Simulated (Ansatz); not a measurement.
# Ti: changing the functional

The cell as given:

Symmetry: Im-3m, No. 229, cubic system. Conventional cell: a = 3.282 Å, b = 3.282 Å, c = 3.282 Å, α = 90.00°, β = 90.00°, γ = 90.00°. Ti (site symmetry m-3m) is surrounded by 8 Ti at 2.84 Å.

This isn't the form of Ti at room conditions, which is hcp.

Kept alike: task relaxation of cell and atoms; k mesh 11 × 11 × 11; occupations fermi-dirac, width 0.05 eV; no spin polarisation. Program: Ansatz, Ansatz PAW. Cutoffs run from 420 to 500 eV. The mesh is that of the run's cell of 1 atom. No spin-orbit coupling.

| run | volume (Å³/atom) |
| --- | --- |
| A | 15.850 |
| B | 17.619 |
| C | 17.218 |
| D | 16.524 |

The relaxations keep at least the cell's symmetry (Im-3m). For a metal such a mesh leaves the last digits unconverged. Relaxations stop with a little pressure left, so the last digits of a volume or edge aren't settled. All rows use potentials made for PBE.

**Question.** The runs differ in the functional (and the cutoff that goes with it) alone: BLYP; LDA; PBEsol; r2SCAN. Which run is which?

**Answer.** Run A is LDA; run B is BLYP; run C is r2SCAN; run D is PBEsol. The volume runs from 15.850 (LDA) to 17.619 Å³/atom (BLYP).
